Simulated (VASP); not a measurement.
# Ge (Fd-3m) in VASP: a series of runs

One crystal, Ge, is run at these levels: AM05; tasks: relaxation of cell and atoms.

Everything below comes from runs of VASP 6.6.1. Logs are shortened: lines on timing, memory, paths and dates and some standing lists are left out, and cuts for length are marked.

### 1 The crystal as given

Symmetry: Fd-3m, No. 227, cubic system. The conventional cell has a = 5.658 Å, b = 5.658 Å, c = 5.658 Å, α = 90.00°, β = 90.00°, γ = 90.00°. Ge (site symmetry -43m) has 4 Ge at 2.45 Å as nearest neighbours.

### 2 Relaxation of cell and atoms, AM05

Input file INCAR:

```
ALGO = Normal ; EDIFF = 1E-6
EDIFFG = -0.01 ; ENCUT = 600
GGA = AM ; IBRION = 2
ISIF = 3 ; ISMEAR = 0
LASPH = T ; LCHARG = F
LREAL = F ; LWAVE = F
NELM = 80 ; NSW = 90
PREC = Accurate ; SIGMA = 0.03
```

Input file KPOINTS:

```
k-points
0
Gamma
  10 10 10
```

Input file POSCAR:

```
Ge
1.0
    0.0000000000      2.8289100000      2.8289100000
    2.8289100000      0.0000000000      2.8289100000
    2.8289100000      2.8289100000      0.0000000000
Ge
2
Direct
    0.0000000000      0.0000000000      0.0000000000
    0.2500000000      0.2500000000      0.2500000000
```

Potentials or basis: VASP PAW PBE potentials, release 64 (Ge_d).

The run is started by

```bash
$ cat potpaw_PBE.64/Ge_d/POTCAR > POTCAR
$ mpirun -np 1 vasp_std > vasp.out
```

OUTCAR:

```text
EDIFF = 1E-6
   EDIFFG = -0.01
   ENCUT = 600
   GGA = AM
   IBRION = 2
   ISIF = 3
   ISMEAR = 0
   LASPH = T
   LREAL = F
   NELM = 80
   NSW = 90
   PREC = Accurate

 ion  position               nearest neighbor table
   1  0.000  0.000  0.000-   2 2.45   2 2.45   2 2.45   2 2.45
   2  0.250  0.250  0.250-   1 2.45   1 2.45   1 2.45   1 2.45

  LATTYP: Found a face centered cubic cell.
 ALAT       =     5.6578200000

  Lattice vectors:

 A1 = (   0.0000000000,   2.8289100000,   2.8289100000)
 A2 = (   2.8289100000,   0.0000000000,   2.8289100000)
 A3 = (   2.8289100000,   2.8289100000,   0.0000000000)

Analysis of symmetry for initial positions (statically):
=====================================================================
 Subroutine PRICEL returns:
 Original cell was already a primitive cell.

 Routine SETGRP: Setting up the symmetry group for a
 face centered cubic supercell.

 Subroutine GETGRP returns: Found 48 space group operations
 (whereof 24 operations were pure point group operations)
 out of a pool of 48 trial point group operations.

The static configuration has the point symmetry T_d .
 The point group associated with its full space group is O_h .

Analysis of symmetry for dynamics (positions and initial velocities):
=====================================================================
 Subroutine PRICEL returns:
 Original cell was already a primitive cell.

 Routine SETGRP: Setting up the symmetry group for a
 face centered cubic supercell.

 Subroutine GETGRP returns: Found 48 space group operations
 (whereof 24 operations were pure point group operations)
 out of a pool of 48 trial point group operations.

The dynamic configuration has the point symmetry T_d .
 The point group associated with its full space group is O_h .

 Subroutine INISYM returns: Found 48 space group operations
 (whereof 24 operations are pure point group operations),
 and found     1 'primitive' translations

----------------------------------------------------------------------------------------

                                     Primitive cell

  volume of cell :      45.2780

  direct lattice vectors                    reciprocal lattice vectors
     0.000000000  2.828910000  2.828910000    -0.176746521  0.176746521  0.176746521
     2.828910000  0.000000000  2.828910000     0.176746521 -0.176746521  0.176746521
     2.828910000  2.828910000  0.000000000     0.176746521  0.176746521 -0.176746521

  length of vectors
     4.000682889  4.000682889  4.000682889     0.306133954  0.306133954  0.306133954

  position of ions in fractional coordinates (direct lattice)
     0.000000000  0.000000000  0.000000000
     0.250000000  0.250000000  0.250000000

  ion indices of the primitive-cell ions
   primitive index   ion index
                 1           1
                 2           2

----------------------------------------------------------------------------------------

 KPOINTS: k-points

Automatic generation of k-mesh.
 Grid dimensions read from file:
 generate k-points for:   10   10   10

 Generating k-lattice:

  Cartesian coordinates                     Fractional coordinates (reciprocal lattice)
    -0.017674652  0.017674652  0.017674652     0.100000000  0.000000000  0.000000000
     0.017674652 -0.017674652  0.017674652     0.000000000  0.100000000  0.000000000
     0.017674652  0.017674652 -0.017674652     0.000000000  0.000000000  0.100000000

  Length of vectors
     0.030613395  0.030613395  0.030613395

  Shift w.r.t. Gamma in fractional coordinates (k-lattice)
     0.000000000  0.000000000  0.000000000

 Subroutine IBZKPT returns following result:
 ===========================================

 Found     47 irreducible k-points:
[... 49 lines left out ...]
   NSW    =     90    number of steps for IOM
   IBRION =      2    ionic relax: 0-MD 1-quasi-New 2-CG
   NFREE  =      1    steps in history (QN), initial steepest desc. (CG)
   ISIF   =      3    stress and relaxation
   ISYM   =      2    0-nonsym 1-usesym 2-fastsym
   POTIM  = 0.5000    time-step for ionic-motion
   TEBEG  =    0.0;   TEEND  =   0.0 temperature during run
   PSTRESS=    0.0 pullay stress
   NELECT =      28.0000    total number of electrons
   NUPDOWN=      -1.0000    fix difference up-down
   EMIN   =  10.00;   EMAX   =-10.00  energy-range for DOS
   EFERMI =   0.00;   METHOD = LEGACY
   ISMEAR =     0;   SIGMA  =   0.03  broadening in eV -4-tet -1-fermi 0-gaus
   EFERMI_NEDOS =   21; number of points for ismear=-14 and -15
   IALGO  =     38    algorithm
   IMIX   =      4    mixing-type and parameters
     AMIX     =   0.40;   BMIX     =  1.00
     AMIX_MAG =   1.60;   BMIX_MAG =  1.00
  volume/ion in A,a.u.               =      22.64       152.78
  Fermi-wavevector in a.u.,A,eV,Ry     =   1.394756  2.635708 26.468033  1.945346
  Thomas-Fermi vector in A             =   2.518275
   LORBIT       =      0    0 simple, 1 ext, 2 COOP (PROOUT), +10 PAW based schemes
   GGA     = AM    functional components
   LHFCALC =     F    Hartree Fock is set to
   AEXX    =    0.0000 exact exchange contribution
   IVDW    =     0    specifies the selected vdW correction
   LEPSILON=     F    determine dielectric tensor
   LRPA    =     F    only Hartree local field effects (RPA)
 conjugate gradient relaxation of ions
 non-spin polarized calculation
 Gauss-broadening in eV      SIGMA  =   0.03
  energy-cutoff  :      600.00
  volume of cell :       45.28
 maximum number of plane-waves:      1524
   NGX = 15   NGY = 15   NGZ = 15

--------------------------------------- Ionic step        1  -------------------------------------------

 number of electron      28.0000013 magnetization

 Free energy of the ion-electron system (eV)
  ---------------------------------------------------
  ext. energy  EPLUGINS =         0.00000000
  ---------------------------------------------------
  free energy    TOTEN  =        -9.39099533 eV

  energy without entropy =       -9.39095636  energy(sigma->0) =       -9.39097584

 E-fermi :   4.9387     XC(G=0): -10.0008

 val. band max:        4.9125410375   @ k =   0.0000   0.0000   0.0000
 cond. band min:       4.9483324045   @ k =   0.0000   0.0000   0.0000
 fundamental gap:      0.0357913670
 Fermi energy:         4.9387311337

 k-point     1 :       0.0000    0.0000    0.0000
  band No.  band energies     occupation
      1     -19.9001      2.00000
      2     -19.9001      2.00000
      3     -19.9001      2.00000
      4     -19.8647      2.00000
      5     -19.8647      2.00000
      6     -19.6526      2.00000
[... 493 lines left out ...]
     17      11.5974      0.00000
     18      12.1373      0.00000

 [... further k-points ...]
[... 5 lines left out ...]
  --------------------------------------------------------------------------------------
  -------------------------------------------------------------------------------------
  Total        0.2040600      0.2040600      0.2040600      0.0000000      0.0000000      0.0000000
  in kB        7.2207297      7.2207297      7.2207297      0.0000000      0.0000000      0.0000000
  external PRESSURE =       7.2207297 kB  Pullay stress =       0.0000000 kB

 VOLUME and BASIS-vectors are now :
 -----------------------------------------------------------------------------
  energy-cutoff  :      600.00
  volume of cell :       45.28
      direct lattice vectors                 reciprocal lattice vectors
     0.000000000  2.828910000  2.828910000    -0.176746521  0.176746521  0.176746521
     2.828910000  0.000000000  2.828910000     0.176746521 -0.176746521  0.176746521
     2.828910000  2.828910000  0.000000000     0.176746521  0.176746521 -0.176746521

 POSITION                                       TOTAL-FORCE (eV/Angst)
 -----------------------------------------------------------------------------------
      0.00000      0.00000      0.00000        -0.000000      0.000000      0.000000
      1.41446      1.41446      1.41446         0.000000     -0.000000     -0.000000
 -----------------------------------------------------------------------------------
    total drift:                               -0.000000      0.000000      0.000000

  FREE ENERGIE OF THE ION-ELECTRON SYSTEM (eV)
  ---------------------------------------------------
  free  energy   TOTEN  =        -9.3909953284 eV

  energy  without entropy=       -9.3909563568  energy(sigma->0) =       -9.39097584

--------------------------------------- Ionic step        2  -------------------------------------------

 number of electron      28.0000023 magnetization

 Free energy of the ion-electron system (eV)
  ---------------------------------------------------
  ext. energy  EPLUGINS =         0.00000000
  ---------------------------------------------------
  free energy    TOTEN  =        -9.39201177 eV

  energy without entropy =       -9.39196549  energy(sigma->0) =       -9.39198863

 E-fermi :   4.7805     XC(G=0):  -9.9283

 val. band max:        4.7714140830   @ k =   0.0000   0.0000   0.0000
 cond. band min:       4.9075593494   @ k =   0.5000   0.0000   0.0000
 fundamental gap:      0.1361452663
 Fermi energy:         4.7805494710

 k-point     1 :       0.0000    0.0000    0.0000
  band No.  band energies     occupation
      1     -20.0209      2.00000
      2     -20.0209      2.00000
      3     -20.0209      2.00000
      4     -19.9867      2.00000
      5     -19.9867      2.00000
      6     -19.7824      2.00000
[... 493 lines left out ...]
     17      11.3831      0.00000
     18      11.9244      0.00000

 [... further k-points ...]
[... 5 lines left out ...]
  --------------------------------------------------------------------------------------
  -------------------------------------------------------------------------------------
  Total       -0.0074937     -0.0074937     -0.0074937      0.0000000      0.0000000      0.0000000
  in kB       -0.2612885     -0.2612885     -0.2612885      0.0000000      0.0000000      0.0000000
  external PRESSURE =      -0.2612885 kB  Pullay stress =       0.0000000 kB

 VOLUME and BASIS-vectors are now :
 -----------------------------------------------------------------------------
  energy-cutoff  :      600.00
  volume of cell :       45.95
      direct lattice vectors                 reciprocal lattice vectors
    -0.000000000  2.842834455  2.842834455    -0.175880801  0.175880801  0.175880801
     2.842834455 -0.000000000  2.842834455     0.175880801 -0.175880801  0.175880801
     2.842834455  2.842834455 -0.000000000     0.175880801  0.175880801 -0.175880801

 POSITION                                       TOTAL-FORCE (eV/Angst)
 -----------------------------------------------------------------------------------
      5.68567      2.84283      2.84283        -0.000000      0.000000      0.000000
      1.42142      1.42142      1.42142         0.000000     -0.000000     -0.000000
 -----------------------------------------------------------------------------------
    total drift:                               -0.000000      0.000000      0.000000

  FREE ENERGIE OF THE ION-ELECTRON SYSTEM (eV)
  ---------------------------------------------------
  free  energy   TOTEN  =        -9.3920117689 eV

  energy  without entropy=       -9.3919654902  energy(sigma->0) =       -9.39198863

 reached required accuracy - stopping structural energy minimisation
```

Wall time 86 s (1 thread of Intel Xeon Platinum 8375C at 2.90GHz (Ice Lake), shared host); peak memory 0.19 GiB.

Results:

```
Free energy                            : -9.3920 eV
Relaxed volume                         : 22.97 Å³/atom
Relaxed cell                           : a = 4.020 Å, b = 4.020 Å, c = 4.020 Å, α = 60.00°, β = 60.00°, γ = 60.00°
Space group after relaxing (to 0.05 Å) : Fd-3m (No. 227)
Energy gained by relaxing              : 0.5 meV/atom
Ionic steps                            : 2
Pressure after relaxing                : 0.0 GPa
Band gap on the k mesh                 : none (metal or under the smearing width)
```

Step by step:
```
step  energy change (eV)  largest force (eV/Å)  pressure (GPa)  volume (Å³)
   1              0.0000                0.0000            0.72        45.28
   2             -0.0010                0.0000           -0.03        45.95
```

Final structure:
```
Ge
1.0
     0.00000    2.84283    2.84283
     2.84283    0.00000    2.84283
     2.84283    2.84283    0.00000
Ge
2
Cartesian
  5.6857 2.8428 2.8428
  1.4214 1.4214 1.4214
```

Levels at points of the mesh, in eV from the Fermi level:
```csv
k point,band 10,band 11,band 12,band 13,band 14,band 15,band 16,band 17,band 18
"(0.00, 0.00, 0.00)",-24.55,-12.67,-0.11,-0.01,-0.01,-0.01,2.53,2.53,2.53
"(0.50, 0.00, 0.00)",-24.52,-10.61,-7.54,-1.39,-1.39,0.13,3.72,3.72,7.11
"(0.50, 0.50, 0.00)",-24.51,-8.84,-8.84,-3.04,-3.04,0.76,0.76,9.37,9.37
```

Caveat: the PAW data sets were made with another functional, which shifts forces and pressure a little; this crystal is a semiconductor, whose small gap the functional closes, so the metal is an error of the method. Zero-point motion and thermal expansion aren't in these numbers.

### 3 Relaxation of cell and atoms, AM05

This run uses another cell than the first one, of 22.97 Å³/atom, 1.015 times its volume.

Edit INCAR of step 2 so:

```diff
@@ -1,3 +1,3 @@
-ALGO = Normal ; EDIFF = 1E-6
-EDIFFG = -0.01 ; ENCUT = 600
+ALGO = Normal ; EDIFF = 1E-7
+EDIFFG = -0.005 ; ENCUT = 600
 GGA = AM ; IBRION = 2
```

KPOINTS is that of step 2.

Input file POSCAR:

```
Ge                                      
1.0
   -0.0000000000      2.8428344554      2.8428344554
    2.8428344554     -0.0000000000      2.8428344554
    2.8428344554      2.8428344554     -0.0000000000
  Ge            
     2
Direct
     0.0000000000000000    1.0000000000000000    1.0000000000000000
     0.2500000000000000    0.2500000000000000    0.2500000000000000
```

Potentials or basis: VASP PAW PBE potentials, release 64 (Ge_d).

The run is started by

```bash
$ cat potpaw_PBE.64/Ge_d/POTCAR > POTCAR
$ mpirun -np 1 vasp_std > vasp.out
```

OUTCAR:

```text
EDIFF = 1E-7
   EDIFFG = -0.005
   ENCUT = 600
   GGA = AM
   IBRION = 2
   ISIF = 3
   ISMEAR = 0
   LASPH = T
   LREAL = F
   NELM = 80
   NSW = 90
   PREC = Accurate

 ion  position               nearest neighbor table
   1  0.000  0.000  0.000-   2 2.46   2 2.46   2 2.46   2 2.46
   2  0.250  0.250  0.250-   1 2.46   1 2.46   1 2.46   1 2.46

  LATTYP: Found a face centered cubic cell.
 ALAT       =     5.6856689108

  Lattice vectors:

 A1 = (   0.0000000000,   2.8428344554,   2.8428344554)
 A2 = (   2.8428344554,   0.0000000000,   2.8428344554)
 A3 = (   2.8428344554,   2.8428344554,   0.0000000000)

Analysis of symmetry for initial positions (statically):
=====================================================================
 Subroutine PRICEL returns:
 Original cell was already a primitive cell.

 Routine SETGRP: Setting up the symmetry group for a
 face centered cubic supercell.

 Subroutine GETGRP returns: Found 48 space group operations
 (whereof 24 operations were pure point group operations)
 out of a pool of 48 trial point group operations.

The static configuration has the point symmetry T_d .
[... 206 lines left out ...]
  ext. energy  EPLUGINS =         0.00000000
  ---------------------------------------------------
  free energy    TOTEN  =        -9.39220529 eV

  energy without entropy =       -9.39215881  energy(sigma->0) =       -9.39218205

 E-fermi :   4.8279     XC(G=0):  -9.9524

 val. band max:        4.8187243858   @ k =   0.0000   0.0000   0.0000
 cond. band min:       4.9695093960   @ k =   0.5000   0.0000   0.0000
 fundamental gap:      0.1507850102
 Fermi energy:         4.8278922733

 k-point     1 :       0.0000    0.0000    0.0000
  band No.  band energies     occupation
      1     -19.9796      2.00000
      2     -19.9796      2.00000
      3     -19.9796      2.00000
      4     -19.9451      2.00000
      5     -19.9451      2.00000
      6     -19.7381      2.00000
[... 481 lines left out ...]
      5     -19.8630      2.00000
      6     -19.8402      2.00000
[... 10 lines left out ...]
     17      11.4549      0.00000
     18      11.9958      0.00000

 [... further k-points ...]
[... 5 lines left out ...]
  --------------------------------------------------------------------------------------
  -------------------------------------------------------------------------------------
  Total        0.0014584      0.0014584      0.0014584      0.0000000      0.0000000      0.0000000
  in kB        0.0511020      0.0511020      0.0511020      0.0000000      0.0000000      0.0000000
  external PRESSURE =       0.0511020 kB  Pullay stress =       0.0000000 kB

 VOLUME and BASIS-vectors are now :
 -----------------------------------------------------------------------------
  energy-cutoff  :      600.00
  volume of cell :       45.72
      direct lattice vectors                 reciprocal lattice vectors
     0.000000000  2.838151748  2.838151748    -0.176170989  0.176170989  0.176170989
     2.838151748 -0.000000000  2.838151748     0.176170989 -0.176170989  0.176170989
     2.838151748  2.838151748 -0.000000000     0.176170989  0.176170989 -0.176170989

 POSITION                                       TOTAL-FORCE (eV/Angst)
 -----------------------------------------------------------------------------------
      0.00000      0.00000      0.00000        -0.000000     -0.000000     -0.000000
      1.41908      1.41908      1.41908         0.000000      0.000000      0.000000
 -----------------------------------------------------------------------------------
    total drift:                               -0.000000      0.000000      0.000000

  FREE ENERGIE OF THE ION-ELECTRON SYSTEM (eV)
  ---------------------------------------------------
  free  energy   TOTEN  =        -9.3922052914 eV

  energy  without entropy=       -9.3921588145  energy(sigma->0) =       -9.39218205

 reached required accuracy - stopping structural energy minimisation
```

OSZICAR:

```text
N       E                     dE             d eps       ncg     rms          rms(c)
DAV:   1     0.167679677008E+03    0.16768E+03   -0.16479E+04  1728   0.457E+03
DAV:   2     0.126208581435E+02   -0.15506E+03   -0.15229E+03  1700   0.569E+02
DAV:   3    -0.878068078542E+01   -0.21402E+02   -0.21235E+02  1864   0.152E+02
DAV:   4    -0.949401890566E+01   -0.71334E+00   -0.71200E+00  1940   0.318E+01
[... 12 lines left out ...]
DAV:   3    -0.939233044226E+01    0.17767E-02   -0.29679E-03  2228   0.103E+00    0.617E-02
DAV:   4    -0.939220775283E+01    0.12269E-03   -0.34975E-04  2166   0.400E-01    0.132E-02
DAV:   5    -0.939220493571E+01    0.28171E-05   -0.25425E-05  2010   0.101E-01    0.916E-03
DAV:   6    -0.939220521107E+01   -0.27535E-06   -0.18999E-06  2134   0.281E-02    0.311E-04
DAV:   7    -0.939220529141E+01   -0.80341E-07   -0.11614E-07  1248   0.618E-03
   2 F= -.93922053E+01 E0= -.93921821E+01  d E =-.113187E-03
```

Wall time 88 s (1 thread of Intel Xeon Platinum 8375C at 2.90GHz (Ice Lake), shared host); peak memory 0.19 GiB.

What came out:

```yaml
Free_energy: -9.3922 eV
Relaxed_volume: 22.86 Å³/atom
Relaxed_cell: a = 4.014 Å, b = 4.014 Å, c = 4.014 Å, α = 60.00°, β = 60.00°, γ = 60.00°
Space_group_after_relaxing_to_0.05_Å: Fd-3m (No. 227)
Energy_gained_by_relaxing: 0.1 meV/atom
Ionic_steps: 2
Pressure_after_relaxing: 0.0 GPa
Band_gap_on_the_k_mesh: none (metal or under the smearing width)
```

The path:
```
step  energy change (eV)  largest force (eV/Å)  pressure (GPa)  volume (Å³)
   1              0.0000                0.0000           -0.24        45.95
   2             -0.0001                0.0000            0.01        45.72
```

Final structure:
```xyz
2
Lattice="0.0000 2.8382 2.8382 2.8382 0.0000 2.8382 2.8382 2.8382 0.0000" Properties=species:S:1:pos:R:3 pbc="T T T"
Ge    0.0000    0.0000    0.0000
Ge    1.4191    1.4191    1.4191
```

Caveat: the PAW data sets were made with another functional, which shifts forces and pressure a little; this crystal is a semiconductor, whose small gap the functional closes, so the metal is an error of the method.
